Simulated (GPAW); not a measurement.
MnO:

```xyz
2
Lattice="0.0000 2.2239 2.2239 2.2239 0.0000 2.2239 2.2239 2.2239 0.0000" Properties=species:S:1:pos:R:3 pbc="T T T"
Mn    0.0000    0.0000    0.0000
O     2.2239    2.2239    2.2239
```

The cell is a database's computed one.

Base run:

- Program: GPAW 26.7.0
- Functional: PBEsol
- Potentials or basis: PAW data sets generated in the run's folder for this functional
- Cutoff: 800 eV
- Basis: pw
- k mesh: 10 × 10 × 10
- Occupations: fermi-dirac, width 0.05 eV
- Spin: collinear spin, ferromagnetic start
- Starting moments: [4.0, 0.0] μB
- Hubbard terms: Mn d U = 4 eV

Its results: pressure 3.5 GPa; net moment 5.00 μB per cell; site moments Mn +4.52; O +0.13 μB.

Q: After a change of settings the same cell gave: pressure 1.9 GPa; net moment 5.00 μB per cell; site moments Mn +4.45; O +0.16 μB. Which change was it?
A. occupations from fermi-dirac, width 0.05 eV to gaussian, width 0.1 eV; hubbard terms from Mn d U = 4 eV to none
B. hubbard terms from Mn d U = 4 eV to Mn d U = 3 eV
C. hubbard terms from Mn d U = 4 eV to none
D. hubbard terms from Mn d U = 4 eV to Mn d U = 2 eV

A: D.

Caveats: a cell with one magnetic atom can't hold antiferromagnetic order, which such compounds often take.

Not every run made on this cell is shown here.
